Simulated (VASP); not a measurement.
A run of VASP 6.6.1:

Contents of INCAR:

```
PREC     = Accurate       # precision mode
ENCUT    = 520            # plane-wave cutoff, eV
EDIFF    = 1E-7           # SCF threshold, eV
ISMEAR   = 0              # smearing method
SIGMA    = 0.1            # smearing width, eV
LREAL    = F              # projectors in reciprocal space
LASPH    = T              # aspherical terms in the spheres
NELM     = 100            # most SCF steps
ALGO     = Fast           # electronic algorithm
ISIF     = 2              # what is computed and relaxed
LWAVE    = F              # write WAVECAR
LCHARG   = F              # write CHGCAR
GGA      = PS             # functional
NBANDS   = 24             # bands
```

Contents of KPOINTS:

```
Automatic mesh
0
Gamma
  10 10 10
```

Contents of POSCAR:

```
Ca3B
1.0
    0.0000000000      3.8049415101      3.8049415101
    3.8049415101      0.0000000000      3.8049415101
    3.8049415101      3.8049415101      0.0000000000
Ca B
3 1
Direct
    0.2500000000      0.2500000000      0.2500000000
    0.5000000000      0.5000000000      0.5000000000
    0.7500000000      0.7500000000      0.7500000000
    0.0000000000      0.0000000000      0.0000000000
```

Potentials or basis: VASP PAW PBE potentials, release 64 (Ca_sv, B).

The run is started by

```bash
$ cat potpaw_PBE.64/Ca_sv/POTCAR potpaw_PBE.64/B/POTCAR > POTCAR
$ mpirun -np 1 vasp_std > vasp.out
```

Hardware: 1 thread of AMD EPYC 9R45 (Zen 5), on a shared host.

Problem. How long does it take, and how much memory?

Solution. Run time: 2.4 min on 1 thread of AMD EPYC 9R45 (Zen 5) (shared host), peak memory 0.27 GiB. Counts: scf iterations 21, k points 47.
